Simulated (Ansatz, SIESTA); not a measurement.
Given: the input of a run of SIESTA 5.4.2 (ASE script) on Sn. 

Contents of run.py:

```python
from ase import Atoms
from ase.calculators.siesta import Siesta
from ase.units import Ry, GPa
from ase.optimize import BFGS
from ase.filters import FrechetCellFilter

atoms = Atoms(
    ['Sn', 'Sn'],
    cell=[
        [-2.9401404553, 2.9401404553, 1.5993019889],
        [2.9401404553, -2.9401404553, 1.5993019889],
        [2.9401404553, 2.9401404553, -1.5993019889],
    ],
    scaled_positions=[
        [0.0, 0.0, 0.0],
        [0.75, 0.25, 0.5],
    ],
    pbc=True,
)

fdf = {
    'SCFMustConverge': False,
    'OccupationFunction': 'FD',
    'ElectronicTemperature': '0.05 eV',
    'MaxSCFIterations': '120',
    'SCF.Mixer.Method': 'Pulay',
    'SCF.Mixer.Weight': '0.25',
    'SCF.Mixer.History': '8',
    'SCF.DM.Tolerance': '5.0e-05',
    'SCF.H.Tolerance': '1.0e-03 eV',
    'WriteForces': 'true',
    'Charge.Mulliken': 'end',
    'PAO.Basis': ['Sn.1 4', 'n=5 0 2', '  6.432 0.000', 'n=5 1 2', '  8.686 0.000', 'n=4 2 2', '  3.759 0.000', 'n=5 2 1', '  8.686'],
}
calc = Siesta(
    label="Sn",
    command="siesta < PREFIX.fdf > PREFIX.out",
    pseudo_path="pseudos",
    pseudo_qualifier="",
    xc=('GGA', 'PBE'),
    basis_set="DZP",
    mesh_cutoff=500 * Ry,
    energy_shift=0.003 * Ry,
    kpts=[9, 9, 9],
    spin="non-polarized",
    fdf_arguments=fdf,
)
atoms.calc = calc

opt = BFGS(FrechetCellFilter(atoms), trajectory="relax.traj")
converged = opt.run(fmax=0.01, steps=40)
print("converged:", converged)
print("cell (A):", atoms.cell.cellpar().round(5))
print("scaled positions:")
print(atoms.get_scaled_positions().round(6))
print(f"energy = {atoms.get_potential_energy():.6f} eV")
free = atoms.get_potential_energy(force_consistent=True)
print(f"free energy = {free:.6f} eV")
print("forces (eV/A):")
print(atoms.get_forces(apply_constraint=False).round(6))
print("stress (GPa, Voigt order, tension positive):", (atoms.get_stress() / GPa).round(4))
```

Potentials or basis: PseudoDojo 0.4 standard (PBE files), converted to PSML, two zetas on semicore shells, DZP (energy shift 0.003 Ry; two zetas on semicore shells).

Launch:

```sh
$ python run.py
```

Q: Set up the same calculation for Ansatz 0.2.0. Potentials or basis there: all-electron LAPW, scalar-relativistic.

A: As run (cutoffs and basis follow the program's own potentials, and thresholds, step limits or extra output files can differ):

The input input.yaml:

```yaml
crystal:
  lattice:
    - [-2.9401404553, 2.9401404553, 1.5993019889]
    - [2.9401404553, -2.9401404553, 1.5993019889]
    - [2.9401404553, 2.9401404553, -1.5993019889]
  atoms:
    - { symbol: Sn, position: [0.0, 0.0, 0.0] }
    - { symbol: Sn, position: [0.75, 0.25, 0.5] }
kpoints:
  mp_grid: { grid: [9, 9, 9] }
scf:
  occupations: { method: fermi_dirac, width: 0.05 }
hamiltonian:
  xc: pbe
  pseudopotentials: { kind: all_electron, lapw: { basis_error: 0.001 } }
output:
  forces: true
  stress: true
relax:
  f_tol: 0.02
  max_steps: 60
  cell: {}
```

Potentials or basis: all-electron LAPW, scalar-relativistic.

Launch:

```bash
$ ansatz run input.yaml --threads 1 --pin off --max-ram 3072MiB --backend cpu --events-out ev --progress --plain --runs-dir out
```

Both were run:

|  | SIESTA | Ansatz |
| --- | --- | --- |
| Relaxed volume | 28.92 Å³/atom | 28.43 Å³/atom |
| Relaxed cell | a = 4.523 Å, b = 4.523 Å, c = 4.522 Å, α = 97.40°, β = 97.40°, γ = 137.95° | a = 4.500 Å, b = 4.500 Å, c = 4.500 Å, α = 97.35°, β = 97.35°, γ = 138.09° |
| Space group after relaxing | I4_1/amd (No. 141) | I4_1/amd (No. 141) |
| Pressure after relaxing | 0.0 GPa | 0.0 GPa |

Where Ansatz's input types no cutoff or centring, it takes its own default and a Γ-centred mesh.

Pressure is positive in compression.
